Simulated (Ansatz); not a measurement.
Runs of Ansatz 0.2.0 on ZrC. Symmetry: P6_3/mmc, No. 194, hexagonal system. The conventional cell has a = 3.391 Å, b = 3.391 Å, c = 5.290 Å, α = 90.00°, β = 90.00°, γ = 120.00°. Zr (site symmetry -6m2) is surrounded by 6 C at 2.36 Å. C (site symmetry -3m) is surrounded by 6 Zr at 2.36 Å and 2 C at 2.65 Å. The cell comes from a database or a generator and needn't be the stable form of this composition.

```tsv
task	level	U	k mesh	cutoff (eV)	smearing	basis error allowed	mesh quality	gap on the mesh (eV)	pressure (GPa)
density of states	PBEsol+U	Zr d U = 4 eV	9 × 9 × 5	235	fermi-dirac 0.05 eV	0.002 eV/atom	not flagged	none	(a)
single point	PBEsol	-	5 × 5 × 3	235	fermi-dirac 0.03 eV	0.002 eV/atom	coarse	none	-7.8
band structure	LDA	-	9 × 9 × 5	234	fermi-dirac 0.05 eV	0.002 eV/atom	not flagged	-	-11.7
density of states	PBEsol+U	Zr d U = 6 eV	9 × 9 × 5	235	fermi-dirac 0.05 eV	0.002 eV/atom	not flagged	none	0.1
```

Alike in all rows: potentials or basis all-electron LAPW, scalar-relativistic; no spin polarisation; cell as given.

Q: Estimate the missing entries.

A: (a) -2.8.

Caveats: some runs use coarse meshes; U is the effective U less J, on atomic orbitals that reach past the spheres (some runs); U without spin polarisation on a metal has little footing (some runs); the U is typed as a test and isn't derived for this compound (some runs); the k mesh is thin for a metal, which can move the energy by tens of meV per atom (some runs).

A k mesh can miss the band edges, and the runs leave out spin-orbit coupling on Zr.

A gap of «none» marks a metal or a gap under the smearing width.

Not every run made on this cell is shown here.
